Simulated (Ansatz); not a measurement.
**Ga4O3: one candidate of a structure search**

Where does this trial cell of Ga4O3 go when cell and atoms are let free?

Method: DFT PBE, scalar-relativistic, plane waves, PAW, in Ansatz 0.2.0.

## 1. The structure to begin with

The structure is cubic, space group Pm-3m (No. 221). The conventional cell has a = 4.671 Å, b = 4.671 Å, c = 4.671 Å, α = 90.00°, β = 90.00°, γ = 90.00°. Ga (site symmetry 4/mmm) has 2 Ga at 2.34 Å and 4 O at 2.34 Å as nearest neighbours. Ga (site symmetry m-3m) is surrounded by 6 Ga at 2.34 Å. O (site symmetry 4/mmm) is surrounded by 4 Ga at 2.34 Å.

Structure file:

```cif
data_structure
_symmetry_space_group_name_H-M 'P 1'
_symmetry_Int_Tables_number 1
_cell_length_a 4.6708
_cell_length_b 4.6708
_cell_length_c 4.6708
_cell_angle_alpha 90.000
_cell_angle_beta 90.000
_cell_angle_gamma 90.000
_cell_volume 101.90
loop_
_atom_site_label
_atom_site_type_symbol
_atom_site_fract_x
_atom_site_fract_y
_atom_site_fract_z
_atom_site_occupancy
Ga1 Ga 0.00000 0.50000 0.50000 1
Ga2 Ga 0.50000 0.00000 0.50000 1
Ga3 Ga 0.50000 0.50000 0.00000 1
Ga4 Ga 0.50000 0.50000 0.50000 1
O1 O 0.50000 0.00000 0.00000 1
O2 O 0.00000 0.50000 0.00000 1
O3 O 0.00000 0.00000 0.50000 1
```

The cell is invented: random cell by space group and Wyckoff sites (Pm-3m, No. 221). Lengths come from tabulated atomic sizes and are only a guess.

## 2. A first look at the guess

The input, input.yaml:

```yaml
crystal:
  lattice:
    - [4.67079729, 0.0, 0.0]
    - [0.0, 4.67079729, 0.0]
    - [0.0, 0.0, 4.67079729]
  atoms:
    - { symbol: Ga, position: [0.0, 0.5, 0.5] }
    - { symbol: Ga, position: [0.5, 0.0, 0.5] }
    - { symbol: Ga, position: [0.5, 0.5, 0.0] }
    - { symbol: Ga, position: [0.5, 0.5, 0.5] }
    - { symbol: O, position: [0.5, 0.0, 0.0] }
    - { symbol: O, position: [0.0, 0.5, 0.0] }
    - { symbol: O, position: [0.0, 0.0, 0.5] }
basis:
  ecutwfc: 420
kpoints:
  mp_grid: { grid: [4, 4, 4] }
hamiltonian:
  xc: pbe
scf:
  occupations: { method: gaussian, width: 0.1 }
  lower_state_search: "off"
output:
  forces: true
  stress: true
  eigenvalues: true
```

On the command line:

```sh
$ ansatz run input.yaml --threads 1 --pin off --max-ram 2048MiB --backend cpu --events-out ev --progress --plain --runs-dir out
```

Log (excerpt; [...] marks lines left out):

```text
[...]
SCF converged after 9 iterations
Free energy (F): -16827.654444 eV
[...]
E sigma→0 (E₀):  -16827.637341 eV
Entropy (-TS):   -0.034206 eV (-4.887 meV/atom)
Fermi energy:    6.757388 eV
[...]
--- Forces (eV/Å), atoms counted from 1 ---
  atom   1  Ga     0.00000000     0.00000000     0.00000000
  atom   2  Ga     0.00000000    -0.00000000    -0.00000000
  atom   3  Ga     0.00000000    -0.00000000    -0.00000000
  atom   4  Ga     0.00000000    -0.00000000     0.00000000
  atom   5  O     -0.00000000    -0.00000000     0.00000000
  atom   6  O      0.00000000     0.00000000     0.00000000
  atom   7  O      0.00000000     0.00000000     0.00000000
[...]
--- Stress (GPa, compression-positive) ---
       -3.120204      -0.000000       0.000000
        0.000000      -3.120204       0.000000
        0.000000       0.000000      -3.120204
  P = ⅓ Tr σ = -3.1202 GPa (-31.202 kbar)
--- Band table (eV; the first three rows and the last of 10) ---
[...]
```

Wall time 1.1 s (1 thread of AMD EPYC 9R45 (Zen 5), shared host); peak memory 0.4 GiB.

Read-out: pressure -3.1 GPa, largest force 0.00 eV/Å, gap on this mesh none (metal). A cheap, loose relaxation comes first.

## 3. A loose first relaxation

Changes to input.yaml since step 2:

```diff
@@ -26 +26,6 @@
   eigenvalues: true
+relax:
+  adjacent_minimum: "off"
+  f_tol: 0.04
+  max_steps: 70
+  cell: { stress_tol: 0.4 }
```

On the command line:

```sh
$ ansatz run input.yaml --threads 1 --pin off --max-ram 2048MiB --backend cpu --events-out ev --progress --plain --runs-dir out
```

Log:

```text
Warning: RAYON_NUM_THREADS=1 ignored (pool sized by the plan → 1); use --threads N
Engine: ansatz 0.2.0, x86_64-unknown-linux-gnu
Pseudopotentials: kind: paw
Pseudopotential: Ga, paw, valence charge 13, recommended cutoff 420 eV (normal), Ga.paw.azcp
Pseudopotential: O, paw, valence charge 6, recommended cutoff 420 eV (normal), O.paw.azcp
Functional definition: PBE
  parameter kappa = 0.804
  parameter beta = 0.06672455060314922
  exchange = pbe_x(kappa = kappa, mu = beta*pi^2/3)
  correlation = pbe_c(beta = beta)
Crystal: 7 atoms, lattice volume = 101.900 Å³
Basis set: ecut = 420 eV, 1935 PW (Γ), exchange–correlation on 64×64×64 points (8 copies of the dense FFT grid, shifted against one another)
Bands: 42, of which v1, the nominal top of the filled ones, is band 35 counted from 1 (34 counted from 0)
Symmetry: 48 space group operations
Space group: Pm-3m (ITA 221), of the structure as read, at distance tolerance 4.7e-5 Å
k-points: 10 of 64
Non-local potential: Ga, projectors of the file, l = 0: 2, l = 1: 2, l = 2: 3, l = 3: 1
Non-local potential: O, projectors of the file, l = 0: 2, l = 1: 2, l = 2: 1
PAW form: soft (Blöchl's): semilocal exchange-correlation on the pseudo side does not see the compensation charge
PAW one-centre angular grid: Ga, 590 points (default); XC on 64 Gauss nodes
PAW one-centre angular grid: O, 110 points (default); XC on 64 Gauss nodes
Initial density: superposition of atomic densities (neutral atoms: chi_scale 0, normalization atom), corrected by the library's trained network
Initial wavefunctions: pseudopotential atomic-orbital guess
Functional: x = pbe(κ = 0.804, μ = 0.2195149727645171), c = pbe(β = 0.06672455060314922)
SCF iter   1: F=—  HF=-16827.681456 eV  |F-HF|=—  |Δ(HF+E_count)|=         —  Δρ=1.30e-2  dr2=1.42e-1  ethr=1.77e-3  ⟨swp⟩=5.9  Hψ=1490  notcnv=0  defer=1
preconditioner: auto → LDOS  [insulator: Δε(μ)=0.120 eV  Ē_g=15.084 eV  σ=0.100 eV  W_gap=0.57  n_scr=26 (ndim 8)  ℏωp=30.8 eV  f_vac=0.066  D(μ)=4.66/eV (n_scr^D=32)  ε∞_Penn≈5.2  β→1.0]
SCF iter   2: F=—  HF=-16827.660035 eV  |F-HF|=—  |Δ(HF+E_count)|=   2.14e-2  Δρ=8.18e-3  dr2=1.95e-2  ethr=2.03e-4  ⟨swp⟩=2.0  Hψ=889  notcnv=0  defer=11
SCF iter   3: F=—  HF=-16827.655772 eV  |F-HF|=—  |Δ(HF+E_count)|=   4.26e-3  Δρ=2.29e-3  dr2=5.62e-3  ethr=2.78e-5  ⟨swp⟩=2.5  Hψ=808  notcnv=0  defer=11
SCF iter   4: F=—  HF=-16827.654807 eV  |F-HF|=—  |Δ(HF+E_count)|=   9.65e-4  Δρ=8.46e-4  dr2=9.50e-4  ethr=8.04e-6  ⟨swp⟩=2.0  Hψ=588  notcnv=0  defer=11
SCF iter   5: F=—  HF=-16827.654626 eV  |F-HF|=—  |Δ(HF+E_count)|=   1.81e-4  Δρ=2.87e-4  dr2=3.03e-5  ethr=1.36e-6  ⟨swp⟩=2.2  Hψ=707  notcnv=0  defer=11
SCF iter   6: F=—  HF=-16827.654444 eV  |F-HF|=—  |Δ(HF+E_count)|=   1.82e-4  Δρ=7.01e-5  dr2=5.52e-6  ethr=4.33e-8  ⟨swp⟩=2.0  Hψ=742  notcnv=0  defer=11
SCF iter   7: F=—  HF=-16827.654444 eV  |F-HF|=—  |Δ(HF+E_count)|=   3.66e-7  Δρ=5.47e-5  dr2=3.33e-6  ethr=7.89e-9  ⟨swp⟩=2.0  Hψ=673  notcnv=0  defer=11
SCF iter   8: F=—  HF=-16827.654444 eV  |F-HF|=—  |Δ(HF+E_count)|=   6.23e-7  Δρ=1.35e-5  dr2=1.91e-7  ethr=4.76e-9  ⟨swp⟩=2.1  Hψ=668  notcnv=0  defer=11
SCF iter   9: F=-16827.654444 eV  HF=-16827.654444 eV  |F-HF|=3.13e-10  |Δ(HF+E_count)|=   1.59e-8  Δρ=4.11e-6  dr2=1.08e-8  ethr=1.43e-10  ⟨swp⟩=9.4  Hψ=1778  notcnv=0
SCF 1 converged in 9 iterations: F = -16827.654444 eV  dr2 = 1.08e-8
relax step   1: F+E_penalty+E_count = -16827.65444359 eV  Δ(F+E_penalty+E_count) = +0.000e0 eV  max|allowed force component| = 1.707e-28 eV/Å  Δτ_max = 0.0000 Å  P = -3.120 GPa  Ω = 101.900 Å³  (9 SCF iters, dr2 threshold 1.00e-7 eV, accepted)
Crystal: 7 atoms, lattice volume = 99.540 Å³
Initial density: handed on by an earlier stage of this run
Initial wavefunctions: those handed on with the density
iter 1 solved again at ethr=1.28e-5 eV; its pass at ethr=3.10e-3 eV (dr2=8.93e-3 eV) is discarded
SCF iter   1: F=—  HF=-16827.694256 eV  |F-HF|=—  |Δ(HF+E_count)|=         —  Δρ=2.15e-3  dr2=9.05e-3  ethr=1.28e-5  ⟨swp⟩=1.8  Hψ=1854  notcnv=0
preconditioner: auto → LDOS  [metal: Δε(μ)=0.080 eV  Ē_g=15.219 eV  σ=0.100 eV  W_gap=0.43  n_scr=26 (ndim 8)  ℏωp=31.1 eV  f_vac=0.065  D(μ)=6.89/eV (n_scr^D=80)  β→1.0]
SCF iter   2: F=—  HF=-16827.692974 eV  |F-HF|=—  |Δ(HF+E_count)|=   1.28e-3  Δρ=1.42e-3  dr2=3.25e-3  ethr=1.28e-5  ⟨swp⟩=2.0  Hψ=709  notcnv=0
SCF iter   3: F=—  HF=-16827.692971 eV  |F-HF|=—  |Δ(HF+E_count)|=   3.26e-6  Δρ=1.10e-3  dr2=1.14e-3  ethr=4.65e-6  ⟨swp⟩=2.1  Hψ=693  notcnv=0
SCF iter   4: F=—  HF=-16827.692373 eV  |F-HF|=—  |Δ(HF+E_count)|=   5.98e-4  Δρ=3.37e-4  dr2=1.40e-4  ethr=1.63e-6  ⟨swp⟩=2.0  Hψ=702  notcnv=0
SCF iter   5: F=—  HF=-16827.692125 eV  |F-HF|=—  |Δ(HF+E_count)|=   2.48e-4  Δρ=7.37e-5  dr2=5.07e-6  ethr=2.00e-7  ⟨swp⟩=2.0  Hψ=667  notcnv=0
SCF iter   6: F=—  HF=-16827.692125 eV  |F-HF|=—  |Δ(HF+E_count)|=   5.58e-7  Δρ=3.91e-5  dr2=1.32e-6  ethr=7.25e-9  ⟨swp⟩=2.0  Hψ=705  notcnv=0
SCF iter   7: F=-16827.692125 eV  HF=-16827.692125 eV  |F-HF|=1.16e-8  |Δ(HF+E_count)|=   6.88e-7  Δρ=1.13e-5  dr2=7.38e-8  ethr=1.00e-9  ⟨swp⟩=6.8  Hψ=1956  notcnv=0
SCF 2 converged in 7 iterations: F = -16827.692125 eV  dr2 = 7.38e-8
relax step   2: F+E_penalty+E_count = -16827.69212460 eV  Δ(F+E_penalty+E_count) = -3.768e-2 eV  max|allowed force component| = 1.144e-29 eV/Å  Δτ_max = 0.0000 Å  P = -1.147 GPa  Ω = 99.540 Å³  energy of the carried Pulay correction = +5.917e-3 eV  (7 SCF iters, dr2 threshold 7.00e-7 eV, accepted)
Crystal: 7 atoms, lattice volume = 98.217 Å³
iter 1 solved again at ethr=4.47e-6 eV; its pass at ethr=3.10e-3 eV (dr2=3.13e-3 eV) is discarded
SCF iter   1: F=—  HF=-16827.700826 eV  |F-HF|=—  |Δ(HF+E_count)|=         —  Δρ=1.23e-3  dr2=2.97e-3  ethr=4.47e-6  ⟨swp⟩=2.0  Hψ=1808  notcnv=0
preconditioner: auto → LDOS  [insulator: Δε(μ)=0.101 eV  Ē_g=15.293 eV  σ=0.100 eV  W_gap=0.53  n_scr=26 (ndim 8)  ℏωp=31.3 eV  f_vac=0.063  D(μ)=6.33/eV (n_scr^D=80)  ε∞_Penn≈5.2  β→1.0]
SCF iter   2: F=—  HF=-16827.700399 eV  |F-HF|=—  |Δ(HF+E_count)|=   4.28e-4  Δρ=8.31e-4  dr2=1.07e-3  ethr=4.25e-6  ⟨swp⟩=2.1  Hψ=710  notcnv=0
SCF iter   3: F=—  HF=-16827.700390 eV  |F-HF|=—  |Δ(HF+E_count)|=   9.08e-6  Δρ=6.34e-4  dr2=3.67e-4  ethr=1.52e-6  ⟨swp⟩=2.2  Hψ=695  notcnv=0
SCF iter   4: F=—  HF=-16827.699970 eV  |F-HF|=—  |Δ(HF+E_count)|=   4.20e-4  Δρ=1.99e-4  dr2=4.93e-5  ethr=5.24e-7  ⟨swp⟩=2.0  Hψ=697  notcnv=0
SCF iter   5: F=—  HF=-16827.699956 eV  |F-HF|=—  |Δ(HF+E_count)|=   1.42e-5  Δρ=4.25e-5  dr2=1.57e-6  ethr=7.04e-8  ⟨swp⟩=2.0  Hψ=699  notcnv=0
SCF iter   6: F=-16827.699955 eV  HF=-16827.699956 eV  |F-HF|=9.77e-7  |Δ(HF+E_count)|=   1.78e-7  Δρ=2.51e-5  dr2=5.29e-7  ethr=1.00e-9  ⟨swp⟩=6.2  Hψ=1863  notcnv=0
SCF 3 converged in 6 iterations: F = -16827.699955 eV  dr2 = 5.29e-7
relax step   3: F+E_penalty+E_count = -16827.69995490 eV  Δ(F+E_penalty+E_count) = -7.830e-3 eV  max|allowed force component| = 9.692e-30 eV/Å  Δτ_max = 0.0000 Å  P = +0.084 GPa  Ω = 98.217 Å³  energy of the carried Pulay correction = +9.294e-3 eV  (6 SCF iters, dr2 threshold 7.00e-7 eV, accepted)
Initial wavefunctions: pseudopotential atomic-orbital guess (no wavefunctions were taken with the density)
iter 1 solved again at ethr=3.91e-8 eV; its pass at ethr=3.10e-3 eV (dr2=2.74e-5 eV) is discarded
SCF iter   1: F=—  HF=-16827.692339 eV  |F-HF|=—  |Δ(HF+E_count)|=         —  Δρ=2.20e-4  dr2=9.19e-6  ethr=3.91e-8  ⟨swp⟩=3.9  Hψ=2812  notcnv=0
preconditioner: auto → LDOS  [insulator: Δε(μ)=0.108 eV  Ē_g=15.287 eV  σ=0.100 eV  W_gap=0.55  n_scr=26 (ndim 8)  ℏωp=31.3 eV  f_vac=0.065  D(μ)=6.00/eV (n_scr^D=56)  ε∞_Penn≈5.2  β→1.0]
SCF iter   2: F=—  HF=-16827.692121 eV  |F-HF|=—  |Δ(HF+E_count)|=   2.18e-4  Δρ=1.06e-4  dr2=6.75e-6  ethr=1.31e-8  ⟨swp⟩=2.0  Hψ=772  notcnv=0
SCF iter   3: F=—  HF=-16827.692115 eV  |F-HF|=—  |Δ(HF+E_count)|=   6.69e-6  Δρ=3.59e-5  dr2=6.38e-7  ethr=9.65e-9  ⟨swp⟩=2.0  Hψ=736  notcnv=0
SCF iter   4: F=—  HF=-16827.692116 eV  |F-HF|=—  |Δ(HF+E_count)|=   1.01e-6  Δρ=1.08e-5  dr2=1.02e-7  ethr=9.11e-10  ⟨swp⟩=2.0  Hψ=710  notcnv=0
SCF iter   5: F=—  HF=-16827.692116 eV  |F-HF|=—  |Δ(HF+E_count)|=   4.09e-9  Δρ=5.59e-6  dr2=3.43e-8  ethr=1.46e-10  ⟨swp⟩=2.1  Hψ=608  notcnv=0
SCF iter   6: F=—  HF=-16827.692116 eV  |F-HF|=—  |Δ(HF+E_count)|=   9.89e-9  Δρ=2.18e-6  dr2=7.54e-9  ethr=4.91e-11  ⟨swp⟩=2.0  Hψ=688  notcnv=0
SCF iter   7: F=-16827.692116 eV  HF=-16827.692116 eV  |F-HF|=2.62e-10  |Δ(HF+E_count)|=  8.48e-10  Δρ=4.48e-7  dr2=3.59e-10  ethr=6.40e-12  ⟨swp⟩=5.3  Hψ=1598  notcnv=0
SCF 4 converged in 7 iterations: F = -16827.692116 eV  dr2 = 3.59e-10
relax step   4: F+E_penalty+E_count = -16827.69211567 eV  Δ(F+E_penalty+E_count) = +7.839e-3 eV  max|allowed force component| = 8.565e-30 eV/Å  Δτ_max = 0.0000 Å  P = -0.034 GPa  Ω = 98.217 Å³  stress off target by 3.40e-2 GPa  SCF on the basis re-selected at this cell (its energy is not comparable with the rows above)  (7 SCF iters)
basis re-selected at this cell: Δ(F+E_penalty+E_count) = +7.839e-3 eV, ΔP = -0.118 GPa vs the last step (what re-selecting the basis moved, of the pressure what is left beyond the Pulay correction that the steps carried, after the strain that the cell walked since its last selection, with what the two solves' SCF thresholds leave and, on support functions, any second-order correction that the steps lacked; it is no measure of the basis error at this ecutwfc). This SCF's stress stands 3.40e-2 GPa from its target on what of the cell is left free (relax.cell.stress_tol is 4.00e-1 GPa) and its largest allowed force component is 8.56e-30 eV/Å (relax.f_tol is 4.00e-2 eV/Å): within both
SCF converged after 7 iterations
Free energy (F): -16827.692116 eV
Harris-Foulkes:  -16827.692116 eV  (|F-HF|=2.62e-10)
Internal energy: -16827.662158 eV  (E = F + TS)
E sigma→0 (E₀):  -16827.677137 eV
Entropy (-TS):   -0.029957 eV (-4.280 meV/atom)
Fermi energy:    7.244022 eV
--- Per-component energies (eV) ---
  E_band       = -243.465071
  E_kinetic    = 975.412895
  E_local      = -8862.728187  (includes V_loc(G=0)·N_el)
  E_nonlocal   = 1843.327214
  E_hartree    = 4028.655228
  E_xc         = -494.611804
  E_vxc        = -510.163995  (∫ρ·V_xc dr)
  E_paw        = -8425.434281  (= ΣΔE_a)
  E_vpaw       = -1746.630684  (= ΣTr[D̂ρ^β])
  E_aug_tail   = 0.006492  (compensation charges beyond the density's cutoff)
  E_ewald      = -5892.289715
  E_smearing   = -0.029957  (= −TS)
  E_closure    = 0.000000  (closes the sum)
  Σ components = -16827.692116   (vs F -16827.692116, Δ=0.00e0)
--- Forces (eV/Å), atoms counted from 1 ---
  atom   1  Ga     0.00000000     0.00000000    -0.00000000
  atom   2  Ga    -0.00000000    -0.00000000     0.00000000
  atom   3  Ga     0.00000000     0.00000000    -0.00000000
  atom   4  Ga     0.00000000     0.00000000    -0.00000000
  atom   5  O     -0.00000000    -0.00000000    -0.00000000
  atom   6  O      0.00000000    -0.00000000    -0.00000000
  atom   7  O     -0.00000000     0.00000000     0.00000000
  max |Σ_I F_I| component: 5.26e-30 eV/Å
--- Stress (GPa, compression-positive) ---
       -0.034017       0.000000       0.000000
        0.000000      -0.034017       0.000000
        0.000000       0.000000      -0.034017
  P = ⅓ Tr σ = -0.0340 GPa (-0.340 kbar)
--- Band table (eV; the first three rows and the last of 10) ---
  k-point 0: bands = ["-9.7138", "-9.2205", "-9.2205", "-8.3161", "-8.3161", "-7.9131", "-7.9131", "-7.9131", "-7.6044", "-7.0593", "-7.0593", "-7.0593", "-7.0136", "-7.0136", "-7.0136", "-6.9775", "-6.9775", "-6.9775", "-6.9745", "-6.7509", "-6.7509", "-6.5098", "-6.5098", "-1.0714", "2.5551", "2.5551", "2.5551", "4.5176", "4.5176", "4.5176", "5.8201", "5.8201", "6.7466", "6.7466", "6.7466", "7.6445", "7.6445", "7.6445", "11.6676", "15.4439", "15.4439", "15.4439"]
  k-point 1: bands = ["-9.5942", "-9.2494", "-9.1412", "-8.3156", "-8.2117", "-7.9116", "-7.8638", "-7.8638", "-7.5244", "-7.1002", "-7.1002", "-7.0593", "-7.0154", "-7.0154", "-7.0150", "-7.0021", "-7.0021", "-6.9979", "-6.9775", "-6.8810", "-6.7455", "-6.6538", "-6.5997", "-1.4208", "2.6304", "2.8563", "2.8563", "3.4993", "4.3685", "4.3685", "5.7543", "6.6262", "6.6764", "6.6764", "7.3251", "7.3251", "7.5703", "8.1874", "13.2213", "15.0262", "15.0262", "15.3692"]
  k-point 2: bands = ["-9.3797", "-9.3661", "-9.0542", "-8.3152", "-8.1096", "-7.9100", "-7.8053", "-7.8053", "-7.2619", "-7.1712", "-7.1637", "-7.1637", "-7.0592", "-7.0347", "-7.0176", "-7.0176", "-7.0165", "-7.0129", "-7.0129", "-6.9775", "-6.8278", "-6.7144", "-6.7095", "-1.7183", "2.6815", "2.9994", "3.3726", "3.3726", "3.9764", "3.9764", "5.6270", "6.2657", "6.6910", "6.6910", "6.9689", "6.9689", "9.1269", "9.8271", "12.8456", "14.2938", "14.8546", "14.8546"]
  k-point 9: bands = ["-9.0321", "-9.0321", "-9.0321", "-7.8153", "-7.8153", "-7.6446", "-7.6446", "-7.6446", "-7.3529", "-7.3529", "-7.3529", "-7.1809", "-7.1809", "-7.1809", "-7.1782", "-7.1782", "-7.1782", "-7.0740", "-7.0322", "-7.0322", "-7.0322", "-6.9982", "-6.9982", "-0.6821", "0.2480", "0.2480", "0.2480", "5.0964", "5.9354", "5.9354", "5.9354", "7.1813", "7.1813", "8.3334", "8.3334", "8.3334", "10.5240", "10.5240", "10.5240", "13.7703", "13.7703", "15.6785"]
--- Relaxed structure (3 steps of the walk, 3 accepted, 1 SCFs on fresh bases) ---
  F+E_penalty+E_count = -16827.69211567 eV   max|allowed force component| = 8.565e-30 eV/Å   (the final SCF, on the basis selected at the relaxed cell)
  cell:  # Å, volume = 98.2171 Å³
    - [4.61383893907011, -2.246918268451775e-34, -2.5679065925163143e-34]
    - [-2.246918268451775e-34, 4.61383893907011, 6.419766481290786e-35]
    - [2.5679065925163143e-34, 6.419766481290786e-35, 4.61383893907011]
  atoms:
    - { symbol: Ga, position: [4.123343028628348e-34, 0.5, 0.5] }
    - { symbol: Ga, position: [0.5, 2.3561960163586196e-35, 0.5] }
    - { symbol: Ga, position: [0.5, 0.5, -7.853986721201588e-35] }
    - { symbol: Ga, position: [0.5, 0.5, 0.5] }
    - { symbol: O, position: [0.5, -3.926993360536238e-36, 3.1415946884823865e-35] }
    - { symbol: O, position: [-1.649337211450497e-34, 0.5, 5.89049004090338e-35] }
    - { symbol: O, position: [-3.2986744229029524e-34, -8.639385393327229e-35, 0.5] }
```

Run time: 4.2 s. Hardware: 1 thread of AMD EPYC 9R45 (Zen 5), shared host; peak memory 0.41 GiB.

The steps of the relaxation:

| step | E - E(step 1) (eV/cell) | largest force component (eV/Å) | pressure (GPa) | volume (Å³) |
| --- | --- | --- | --- | --- |
| 1 | 0.0000 | 0.0000 | -3.12 | 101.90 |
| 2 | -0.0377 | 0.0000 | -1.15 | 99.54 |
| 3 | -0.0455 | 0.0000 | 0.08 | 98.22 |
| 4 | -0.0377 | 0.0000 | -0.03 | 98.22 |

Step 1 is the start. Step 4 repeats the geometry before it on a plane-wave basis chosen anew for that cell, so its energy need not be comparable with the rows above.

|  | before | after | change |
| --- | --- | --- | --- |
| a (Å) | 4.671 | 4.614 | -1.2 % |
| b (Å) | 4.671 | 4.614 | -1.2 % |
| c (Å) | 4.671 | 4.614 | -1.2 % |
| volume (Å³/atom) | 14.56 | 14.03 | -3.6 % |
| shortest distance (Å) | 2.335 | 2.307 | -1.2 % |
| space group (0.01 Å) | Pm-3m | Pm-3m | same |

The run keeps the 48 symmetry operations of the start, so it could not have lowered the symmetry.

(Part 1 of 2 ends here.)
